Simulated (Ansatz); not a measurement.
# In2SbAs: the cost of one run

Program: Ansatz 0.2.0. Level of theory: DFT PBE, scalar-relativistic, plane waves, PAW. These are calculated values, not measurements.

1 further run of the same task is left out (it didn't finish).

## Step 1: The starting structure

It takes space group P-4m2 (No. 115, tetragonal). The conventional cell has a = 4.533 Å, b = 4.533 Å, c = 6.417 Å, α = 90.00°, β = 90.00°, γ = 90.00°. In (site symmetry 2mm) is surrounded by 2 As at 2.72 Å and 2 Sb at 2.84 Å. Sb (site symmetry -4m2) is surrounded by 4 In at 2.84 Å. Around As (site symmetry -4m2) lie 4 In at 2.72 Å.

As a file:

```cif
data_structure
_symmetry_space_group_name_H-M 'P-4m2'
_symmetry_Int_Tables_number 115
_cell_length_a 4.5326
_cell_length_b 4.5326
_cell_length_c 6.4173
_cell_angle_alpha 90.000
_cell_angle_beta 90.000
_cell_angle_gamma 90.000
_cell_volume 131.84
loop_
_atom_site_label
_atom_site_type_symbol
_atom_site_symmetry_multiplicity
_atom_site_Wyckoff_symbol
_atom_site_fract_x
_atom_site_fract_y
_atom_site_fract_z
_atom_site_occupancy
In1 In 2 g 0.50000 0.00000 0.76646 1
Sb1 Sb 1 d 0.00000 0.00000 0.50000 1
As1 As 1 b 0.50000 0.50000 0.00000 1
```

The start is the relaxed end of an invented cell (made as: elements ordered on the sites of the InSb type, As/Sb on Sb (P-4m2, No. 115)), taken up again for a closer look.

## Step 2: Probe: one point on a coarse mesh

input.yaml reads:

```yaml
crystal:
  lattice:
    - [4.5326092, 0.0, 0.0]
    - [0.0, 4.5326092, 0.0]
    - [0.0, 0.0, 6.4173243]
  atoms:
    - { symbol: In, position: [0.5, 0.0, 0.766457] }
    - { symbol: In, position: [0.0, 0.5, 0.233543] }
    - { symbol: Sb, position: [0.0, 0.0, 0.5] }
    - { symbol: As, position: [0.5, 0.5, 0.0] }
basis:
  ecutwfc: 420
kpoints:
  mp_grid: { grid: [4, 4, 4] }
hamiltonian:
  xc: pbe
scf:
  occupations: { method: gaussian, width: 0.1 }
  lower_state_search: "off"
output:
  forces: true
  stress: true
  eigenvalues: true
```

The run is started by

```console
> ansatz run input.yaml --threads 1 --pin off --max-ram 3072MiB --backend cpu --events-out ev --progress --plain --runs-dir out
```

What time and memory should one allow on 1 thread of Arm Neoverse V2, shared host?

About 5.3 s, with a peak of 0.37 GiB.
